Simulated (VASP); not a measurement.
# HfB2 (P6/mmm) in VASP: a series of runs

One crystal, HfB2, is run at these levels: optPBE-vdW, PBE+D3(BJ); tasks: band structure, equation of state.

All numbers are computed with VASP 6.6.1; they aren't measurements. Logs are shortened: lines on timing, memory, paths and dates and some standing lists are left out, and cuts for length are marked.

### Step 1. The structure

It takes space group P6/mmm (No. 191, hexagonal). Conventional cell: a = 3.122 Å, b = 3.122 Å, c = 3.450 Å, α = 90.00°, β = 90.00°, γ = 120.00°. Hf (site symmetry 6/mmm) has 12 B at 2.50 Å as nearest neighbours. B (site symmetry -6m2) has 3 B at 1.80 Å as nearest neighbours.

### Step 2. Band structure, optPBE-vdW (atoms moved at random, drawn with an rms of 0.1 Å)

File run.py:

```python
from ase.calculators.vasp import Vasp
from ase.dft.bandgap import bandgap
from ase.io import read

atoms = read('HfB2.cif')
calc = Vasp(
    directory='calc',
    xc='optpbe-vdw',
    pp='PBE',
    setups='materialsproject',
    prec='Accurate',
    encut=520,
    ediff=1e-06,
    ismear=0,
    sigma=0.05,
    lreal=False,
    lasph=True,
    nelm=80,
    algo='Normal',
    isif=2,
    lwave=False,
    lcharg=True,
    lmaxmix=4,
    kpts=[10, 10, 8],
    gamma=True,
    nbands=15,
)
atoms.calc = calc

print('energy (eV):', atoms.get_potential_energy())
print('free energy (eV):', atoms.get_potential_energy(force_consistent=True))
efermi = calc.get_fermi_level()
print('Fermi level (eV):', efermi)
path = atoms.cell.bandpath(npoints=60, eps=1e-4)
print('path:', path.path)
calc.set(kpts=path.kpts, reciprocal=True, icharg=11, isym=0, lcharg=False)
calc.calculate(atoms)
print('gap on the path (eV):', bandgap(calc, efermi=efermi)[0])
print('direct gap on the path (eV):', bandgap(calc, efermi=efermi, direct=True)[0])
```

File HfB2.cif:

```cif
data_HfB2
_cell_length_a 3.14000000
_cell_length_b 3.14000000
_cell_length_c 3.48000000
_cell_angle_alpha 90.00000000
_cell_angle_beta 90.00000000
_cell_angle_gamma 120.00000000
_space_group_name_H-M_alt 'P1'
_space_group_name_Hall 'P 1'
_space_group_IT_number 1
loop_
_space_group_symop_operation_xyz
'x,y,z'
loop_
_atom_site_label
_atom_site_type_symbol
_atom_site_symmetry_multiplicity
_atom_site_Wyckoff_symbol
_atom_site_fract_x
_atom_site_fract_y
_atom_site_fract_z
_atom_site_occupancy
Hf1 Hf 1 a -0.0142630000 0.0046330000 -0.0059370000 1
B1 B 1 a 0.6696320000 0.3380360000 0.4871880000 1
B2 B 1 a 0.3055440000 0.6904850000 0.5067950000 1
```

Potentials or basis: VASP PAW PBE potentials, release 64 (Hf_pv, B).

The run is started by

```
$ python run.py
```

What it wrote:

```text
<dir> UserWarning: vdW has been enabled, however no location for the vdw_kernel.bindat file has been specified. Set ASE_VASP_VDW environment variable to copy the vdW kernel.
  warnings.warn(
energy (eV): -21.68309123
free energy (eV): -21.68327504
Fermi level (eV): 7.57103011
path: GMKGALHA,LM,KH
gap on the path (eV): 0.0
direct gap on the path (eV): 0.0
```

OUTCAR:

```text
ENCUT = 520.000000
   EDIFF = 1.00e-06
   GGA = OR
   PREC = Accurate
   ICHARG = 11
   ISIF = 2
   ISMEAR = 0
   ISYM = 0
   NELM = 80
   LASPH = .TRUE.
   LREAL = .FALSE.

 ion  position               nearest neighbor table
   1  0.986  0.005  0.994-   3 2.42   2 2.46   3 2.48   2 2.50   2 2.50   3 2.51   3 2.52   2 2.53
                             2 2.53   2 2.56   3 2.57   3 2.58
   2  0.670  0.338  0.487-   3 1.73   3 1.77   3 1.95   1 2.46   1 2.50   1 2.50   1 2.53   1 2.53
                             1 2.56
   3  0.306  0.690  0.507-   2 1.73   2 1.77   2 1.95   1 2.42   1 2.48   1 2.51   1 2.52   1 2.57
                             1 2.58

IMPORTANT INFORMATION: All symmetrisations will be switched off!
NOSYMM: (Re-)initialisation of all symmetry stuff for point group C_1.

----------------------------------------------------------------------------------------

                                     Primitive cell

  volume of cell :      29.7146

  direct lattice vectors                    reciprocal lattice vectors
     3.140000000  0.000000000  0.000000000     0.318471338  0.183869512  0.000000000
    -1.570000000  2.719319768  0.000000000     0.000000000  0.367739025  0.000000000
     0.000000000  0.000000000  3.480000000     0.000000000  0.000000000  0.287356322

  length of vectors
     3.140000000  3.140000000  3.480000000     0.367739025  0.367739025  0.287356322

  position of ions in fractional coordinates (direct lattice)
     0.985737000  0.004633000  0.994063000
     0.669632000  0.338036000  0.487188000
     0.305544000  0.690485000  0.506795000

  ion indices of the primitive-cell ions
   primitive index   ion index
                 1           1
                 2           2
                 3           3

----------------------------------------------------------------------------------------

 KPOINTS: KPOINTS created by Atomic Simulation Env

[... 99 lines left out ...]

 E-fermi :   7.8385     XC(G=0): -12.5223

 val. band max:        7.8369506441   @ k =   0.0333   0.0333   0.5000
 cond. band min:       7.8388501004   @ k =   0.3889   0.2222   0.0000
 fundamental gap:      0.0018994563
 Fermi energy:         7.8385454333

 k-point     1 :       0.0000    0.0000    0.0000
  band No.  band energies     occupation
      1     -23.0819      2.00000
      2     -22.6181      2.00000
      3     -22.5675      2.00000
      4      -6.0369      2.00000
      5       4.1893      2.00000
      6       4.6510      2.00000
      7       4.9021      2.00000
      8       5.3869      2.00000
      9      11.4164      0.00000
     10      11.5610      0.00000
     11      11.7668      0.00000
     12      11.9023      0.00000
     13      12.6092      0.00000
     14      12.8925      0.00000
[... 401 lines left out ...]
      2     -22.5969      2.00000
      3     -22.5487      2.00000
      4      -3.6631      2.00000
      5      -0.6495      2.00000
      6       5.6113      2.00000
      7       7.3148      2.00000
      8       7.4769      2.00000
      9       8.5039      0.00000
     10       8.6742      0.00000
     11       8.6984      0.00000
     12       9.8842      0.00000
     13      12.7583      0.00000
     14      14.7685      0.00000
     15      18.9715      0.00000

 [... further k-points ...]

------------------------ aborting loop because EDIFF is reached ----------------------------------------

  FORCE on cell =-STRESS in cart. coord.  units (eV):
  Direction    XX          YY          ZZ          XY          YZ          ZX
  --------------------------------------------------------------------------------------
  -------------------------------------------------------------------------------------
  Total        2.5835508      3.0976225      1.5035201     -0.4787734     -0.0147758      0.1086231
  in kB      139.3023440    167.0205451     81.0682204    -25.8149564     -0.7966977      5.8568417
  external PRESSURE =     129.1303698 kB  Pullay stress =       0.0000000 kB

 VOLUME and BASIS-vectors are now :
 -----------------------------------------------------------------------------
  energy-cutoff  :      520.00
  volume of cell :       29.71
      direct lattice vectors                 reciprocal lattice vectors
     3.140000000  0.000000000  0.000000000     0.318471338  0.183869512  0.000000000
    -1.570000000  2.719319768  0.000000000     0.000000000  0.367739025  0.000000000
     0.000000000  0.000000000  3.480000000     0.000000000  0.000000000  0.287356322

 POSITION                                       TOTAL-FORCE (eV/Angst)
 -----------------------------------------------------------------------------------
      3.08794      0.01260      3.45934        -0.273091      0.375685      0.108361
      1.57193      0.91923      1.69541        -2.049696      0.434088      0.263001
     -0.12465      1.87765      1.76365         2.322787     -0.809773     -0.371362
 -----------------------------------------------------------------------------------
    total drift:                                0.008802     -0.003331      0.001850

  FREE ENERGIE OF THE ION-ELECTRON SYSTEM (eV)
  ---------------------------------------------------
  free  energy   TOTEN  =       -20.3134234710 eV

  energy  without entropy=      -20.3124398796  energy(sigma->0) =      -20.31293168

Total vdW correction in eV:      1.3673948
```

INCAR:

```text
AGGAC = 0.000000
ENCUT = 520.000000
SIGMA = 0.050000
EDIFF = 1.00e-06
ALGO = Normal
GGA = OR
PREC = Accurate
ICHARG = 11
ISIF = 2
ISMEAR = 0
ISYM = 0
LMAXMIX = 4
NBANDS = 15
NELM = 80
LASPH = .TRUE.
LCHARG = .FALSE.
LUSE_VDW = .TRUE.
LWAVE = .FALSE.
LREAL = .FALSE.
```

Wall time 2.1 min (1 thread of AMD EPYC 7R13 (Zen 3), shared host); peak memory 0.26 GiB.

Results:

```
Band gap along the path : none (metal or under the smearing width)
```

Levels at the corners of the path, in eV from the Fermi level:
| point | band 5 | band 6 | band 7 | band 8 | band 9 | band 10 | band 11 | band 12 |
| --- | --- | --- | --- | --- | --- | --- | --- | --- |
| Γ | -3.38 | -2.92 | -2.67 | -2.18 | 3.85 | 3.99 | 4.20 | 4.33 |
| M | -8.84 | -3.82 | -3.12 | -2.61 | 1.73 | 2.78 | 5.39 | 5.72 |
| K | -8.11 | -7.39 | -2.86 | -2.14 | 1.71 | 1.91 | 3.53 | 9.24 |
| Γ | -3.38 | -2.92 | -2.67 | -2.18 | 3.85 | 3.99 | 4.20 | 4.33 |
| A | -8.22 | -1.96 | -0.26 | -0.09 | 0.93 | 1.10 | 1.13 | 2.31 |
| L | -7.70 | -4.78 | -4.70 | -2.34 | 4.09 | 4.15 | 6.24 | 7.06 |
| H | -8.76 | -5.32 | -3.21 | -2.86 | 4.54 | 5.46 | 6.76 | 6.93 |
| A | -8.22 | -1.96 | -0.26 | -0.09 | 0.93 | 1.10 | 1.13 | 2.31 |
| L | -7.70 | -4.78 | -4.70 | -2.34 | 4.09 | 4.15 | 6.24 | 7.06 |
| M | -8.84 | -3.82 | -3.12 | -2.61 | 1.73 | 2.78 | 5.39 | 5.72 |
| K | -8.11 | -7.39 | -2.86 | -2.14 | 1.71 | 1.91 | 3.53 | 9.24 |
| H | -8.76 | -5.32 | -3.21 | -2.86 | 4.54 | 5.46 | 6.76 | 6.93 |

Caveat: the log is that of the step along the path at fixed density, whose energy, stress, charges and moments have no meaning; the PAW data sets were made with another functional, which shifts forces and pressure a little; spin-orbit coupling is left out, which moves the levels of the heavy elements.

### Step 3. Equation of state, PBE+D3(BJ), 9.32 Å³/atom (a relaxed cell with its volume scaled by 0.96)

File INCAR:

```
SYSTEM = HfB2
ALGO = Normal
EDIFF = 1E-7
ENCUT = 520
GGA = PE
ISIF = 2
ISMEAR = -1
IVDW = 12
LASPH = .True.
LCHARG = .False.
LREAL = .False.
LWAVE = .False.
NELM = 80
PREC = Accurate
SIGMA = 0.05
```

File KPOINTS:

```
k-points
0
Gamma
  8 8 8
  0 0 0
```

File POSCAR:

```
HfB2                                    
1.0
    3.0797684565      0.0000000000      0.0000000000
   -1.5398842282      2.6671577211     -0.0000000000
   -0.0000000000      0.0000000000      3.4037082027
  Hf              B             
     1     2
Direct
     0.0000000000000000    0.0000000000000000    0.0000000000000000
     0.6666666667000030    0.3333333332999970    0.5000000000000000
     0.3333333332999970    0.6666666667000030    0.5000000000000000
```

Potentials or basis: VASP PAW PBE potentials, release 64 (Hf_pv, B).

The run is started by

```
$ cat potpaw_PBE.64/Hf_pv/POTCAR potpaw_PBE.64/B/POTCAR > POTCAR
$ mpirun -np 1 vasp_std > vasp.out
```

It took 9.9 s on 1 thread of Intel Xeon Platinum 8375C at 2.90GHz (Ice Lake), shared host; peak memory 0.16 GiB.

It converged, with:

```yaml
Free_energy: -27.4489 eV
Pressure: 11.8 GPa
Band_gap_on_the_k_mesh: none (metal or under the smearing width)
Dispersion_energy_per_atom: -0.385 eV
```

Caveat: pairwise dispersion overbinds metals, which lowers pressure and volume.

### Step 4. Equation of state, PBE+D3(BJ), 9.51 Å³/atom (a relaxed cell with its volume scaled by 0.98)

INCAR is that of step 3.

KPOINTS is that of step 3.

File POSCAR:

```
HfB2                                    
1.0
    3.1010089102      0.0000000000      0.0000000000
   -1.5505044551      2.6855524936     -0.0000000000
   -0.0000000000      0.0000000000      3.4271827942
  Hf              B             
     1     2
Direct
     0.0000000000000000    0.0000000000000000    0.0000000000000000
     0.6666666667000030    0.3333333332999970    0.5000000000000000
     0.3333333332999970    0.6666666667000030    0.5000000000000000
```

The run is started by

```
$ cat potpaw_PBE.64/Hf_pv/POTCAR potpaw_PBE.64/B/POTCAR > POTCAR
$ mpirun -np 1 vasp_std > vasp.out
```

Wall time 9.9 s (1 thread of Intel Xeon Platinum 8375C at 2.90GHz (Ice Lake), shared host); peak memory 0.16 GiB.

The run converged. Its results:

| Property | Result |
| --- | --- |
| Free energy | -27.4806 eV |
| Pressure | 5.6 GPa |
| Band gap on the k mesh | none (metal or under the smearing width) |
| Dispersion energy per atom | -0.377 eV |

Caveat: pairwise dispersion overbinds metals, which lowers pressure and volume.

### Step 5. Equation of state, PBE+D3(BJ), 9.71 Å³/atom

INCAR is that of step 4.

KPOINTS is that of step 4.

File POSCAR:

```
HfB2                                    
1.0
    3.1219623087      0.0000000000      0.0000000000
   -1.5609811543      2.7036986690     -0.0000000000
   -0.0000000000      0.0000000000      3.4503401371
  Hf              B             
     1     2
Direct
     0.0000000000000000    0.0000000000000000    0.0000000000000000
     0.6666666667000030    0.3333333332999970    0.5000000000000000
     0.3333333332999970    0.6666666667000030    0.5000000000000000
```

The run is started by

```
$ cat potpaw_PBE.64/Hf_pv/POTCAR potpaw_PBE.64/B/POTCAR > POTCAR
$ mpirun -np 1 vasp_std > vasp.out
```

Run time: 13 s. Hardware: 1 thread of Intel Xeon Platinum 8375C at 2.90GHz (Ice Lake), shared host; peak memory 0.16 GiB.

Results (log left out):

| Item | Value |
| --- | --- |
| Free energy | -27.4910 eV |
| Pressure | 0.0 GPa |
| Band gap on the k mesh | none (metal or under the smearing width) |
| Dispersion energy per atom | -0.369 eV |

Caveat: pairwise dispersion overbinds metals, which lowers pressure and volume.

### Step 6. Equation of state, PBE+D3(BJ), 9.90 Å³/atom (a relaxed cell with its volume scaled by 1.02)

INCAR is that of step 5.

KPOINTS is that of step 5.

File POSCAR:

```
HfB2                                    
1.0
    3.1426381583      0.0000000000      0.0000000000
   -1.5713190791      2.7216044800     -0.0000000000
   -0.0000000000      0.0000000000      3.4731907378
  Hf              B             
     1     2
Direct
     0.0000000000000000    0.0000000000000000    0.0000000000000000
     0.6666666667000030    0.3333333332999970    0.5000000000000000
     0.3333333332999970    0.6666666667000030    0.5000000000000000
```

Potentials or basis: VASP PAW PBE potentials, release 64 (Hf_pv, B).

The run is started by

```
$ cat potpaw_PBE.64/Hf_pv/POTCAR potpaw_PBE.64/B/POTCAR > POTCAR
$ mpirun -np 1 vasp_std > vasp.out
```

It took 13 s on 1 thread of Intel Xeon Platinum 8375C at 2.90GHz (Ice Lake), shared host; peak memory 0.16 GiB.

Results (log left out):

```yaml
Free_energy: -27.4820 eV
Pressure: -5.0 GPa
Band_gap_on_the_k_mesh: none (metal or under the smearing width)
Dispersion_energy_per_atom: -0.362 eV
```

Caveat: pairwise dispersion overbinds metals, which lowers pressure and volume.

### Step 7. Equation of state, PBE+D3(BJ), 10.10 Å³/atom (a relaxed cell with its volume scaled by 1.04)

INCAR is that of step 6.

KPOINTS is that of step 6.

File POSCAR:

```
HfB2                                    
1.0
    3.1630454714      0.0000000000      0.0000000000
   -1.5815227357      2.7392777316     -0.0000000000
   -0.0000000000      0.0000000000      3.4957445563
  Hf              B             
     1     2
Direct
     0.0000000000000000    0.0000000000000000    0.0000000000000000
     0.6666666667000030    0.3333333332999970    0.5000000000000000
     0.3333333332999970    0.6666666667000030    0.5000000000000000
```

The run is started by

```
$ cat potpaw_PBE.64/Hf_pv/POTCAR potpaw_PBE.64/B/POTCAR > POTCAR
$ mpirun -np 1 vasp_std > vasp.out
```

It took 11 s on 1 thread of Intel Xeon Platinum 8375C at 2.90GHz (Ice Lake), shared host; peak memory 0.16 GiB.

Results (log left out):

```yaml
Free_energy: -27.4555 eV
Pressure: -9.6 GPa
Band_gap_on_the_k_mesh: none (metal or under the smearing width)
Dispersion_energy_per_atom: -0.355 eV
```

Caveat: pairwise dispersion overbinds metals, which lowers pressure and volume.

### Step 8. Equation of state, PBE+D3(BJ)

No new run: the results of the series are fitted here.

What came out:

```
Equilibrium volume                        : 9.71 Å³/atom
Bulk modulus at fixed shape and positions : 265 GPa
Pressure derivative of the bulk modulus   : 3.9 (rough: it moves with the points fitted)
```

Energy against volume, from the lowest point:
```csv
volume (Å³/atom),energy (meV/atom)
9.320,14.01
9.514,3.46
9.708,0.00
9.902,2.99
10.096,11.81
```

Caveat: the cell was scaled at fixed shape and fractional positions, which overstates the stiffness of a crystal with free parameters, most of all of layers and chains.

### Step 9. The reference run

An earlier run on the cell as given: functional PBEsol; potentials or basis VASP PAW PBE potentials, release 64 (Hf_pv, B); cutoff 520 eV; k mesh 10 × 10 × 8; occupations fermi-dirac, width 0.05 eV; no spin polarisation.

* Pressure: -4.4 GPa
* Band gap on the k mesh: none (metal or under the smearing width)
